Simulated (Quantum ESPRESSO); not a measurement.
# Sn: zone-centre phonons under several settings

```
Sn
1.0
    -2.94014    2.94014    1.59930
     2.94014   -2.94014    1.59930
     2.94014    2.94014   -1.59930
Sn
2
Direct
  0.00000 0.00000 0.00000
  0.75000 0.25000 0.50000
```

All runs used Quantum ESPRESSO 7.5; k mesh 6 × 6 × 6; given cell, atoms relaxed; no spin polarisation; occupations cold, width 0.2 eV.

```csv
level,potentials,cutoff (eV),pressure (GPa),lowest optical mode without the field (cm⁻¹),highest optical mode without the field (cm⁻¹)
PBE,SPMS 1.0 PBE,884,1.5,34,125
PBE,JTH 2.0 PBE,707,1.0,35,124
PBE,Ansatz NC SR PBE,980,1.4,35,124
PBE,PseudoDojo 0.4.1 SR PBE standard,980,1.4,35,125
PBE,SSSP 1.3 efficiency PBE,816,?,?,?
PBE,GBRV 1.5 PBE,925,1.1,35,124
```

**Question.** What stands in the row left open?

**Answer.** Pressure 1.4 GPa; lowest optical mode without the field 35 cm⁻¹; highest optical mode without the field 124 cm⁻¹.

Caveats: all runs use coarse meshes; the mesh is thin for the phonons of a metal.

For the row left open. Caveat: the k mesh is coarse (spacing up to 0.37 Å⁻¹), so the values aren't converged; the mesh is thin for the phonons of a metal.
